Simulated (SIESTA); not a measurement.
Wanted: the native input for a SIESTA 5.4.2 run.

* Task: relaxation of cell and atoms
* Functional: RPBE
* Potentials or basis: PseudoDojo 0.4 standard (PBE files)
* Basis: SZP (energy shift 0.002 Ry)
* Grid cutoff: 800 Ry
* Energy shift: 0.002 Ry
* k mesh: 6 × 6 × 6
* Occupations: fermi-dirac, width 0.05 eV
* Spin: no spin polarisation
* optimiser: Broyden
* force tolerance: 0.01 eV/Å
* stress tolerance (GPa): 0.05

CdS (Hawleyite):

```xyz
2
Lattice="0.0000 2.9165 2.9165 2.9165 0.0000 2.9165 2.9165 2.9165 0.0000" Properties=species:S:1:pos:R:3 pbc="T T T"
Cd    0.0000    0.0000    0.0000
S     4.3748    4.3748    4.3748
```

One way to write it, as run:

CdS.fdf

```
SystemName                      Hawleyite
SystemLabel                     CdS
NumberOfSpecies                 2
NumberOfAtoms                   2
%block ChemicalSpeciesLabel
  1  48 Cd
  2  16 S
%endblock ChemicalSpeciesLabel

LatticeConstant                 1.0 Ang
%block LatticeVectors
     0.0000000000     2.9165000000     2.9165000000
     2.9165000000     0.0000000000     2.9165000000
     2.9165000000     2.9165000000     0.0000000000
%endblock LatticeVectors
AtomicCoordinatesFormat         Fractional
%block AtomicCoordinatesAndAtomicSpecies
     0.0000000000     0.0000000000     0.0000000000  1  Cd
     0.7500000000     0.7500000000     0.7500000000  2  S
%endblock AtomicCoordinatesAndAtomicSpecies

%block kgrid.MonkhorstPack
    6   0   0  0.0
    0   6   0  0.0
    0   0   6  0.0
%endblock kgrid.MonkhorstPack
XC.Functional                   GGA
XC.Authors                      RPBE
PAO.BasisSize                   SZP
PAO.EnergyShift                 0.002 Ry
Mesh.Cutoff                     800 Ry
OccupationFunction              FD
ElectronicTemperature           0.05 eV
MaxSCFIterations                120
SCF.MustConverge                false
SCF.Mixer.Method                Pulay
SCF.Mixer.Weight                0.25
SCF.Mixer.History               8
SCF.DM.Tolerance                5.0e-05
SCF.H.Tolerance                 1.0e-03 eV
WriteForces                     true
Charge.Mulliken                 end
MD.TypeOfRun                    Broyden
MD.Steps                        40
MD.MaxForceTol                  0.01 eV/Ang
MD.MaxDispl                     0.1 Ang
WriteCoorStep                   true
AtomCoorFormatOut               Fractional
MD.VariableCell                 true
MD.MaxStressTol                 0.05 GPa
```

Potentials or basis: PseudoDojo 0.4 standard (PBE files), SZP (energy shift 0.002 Ry).

The run is started by

```console
$ siesta CdS.fdf > CdS.out 2>&1
```

It gave:

```yaml
Relaxed_volume: 27.44 Å³/atom
Relaxed_cell: a = 4.265 Å, b = 4.265 Å, c = 4.265 Å, α = 60.00°, β = 60.00°, γ = 60.00°
Space_group_after_relaxing_to_0.05_Å: F-43m (No. 216)
Energy_gained_by_relaxing: 47.4 meV/atom
Ionic_steps: 4
Pressure_after_relaxing: 0.0 GPa
Band_gap_on_the_k_mesh: 1.39 eV, direct
```

Caveat: the potentials were made for another functional, which shifts forces and pressure; the volume moved by +11 % from the deposited cell, more than functionals usually miss; the basis of atomic orbitals isn't converged, which shifts pressures, moduli and gaps.

Run time: 42 s on 1 thread of Arm Neoverse V2 (shared host), peak memory 0.28 GiB.
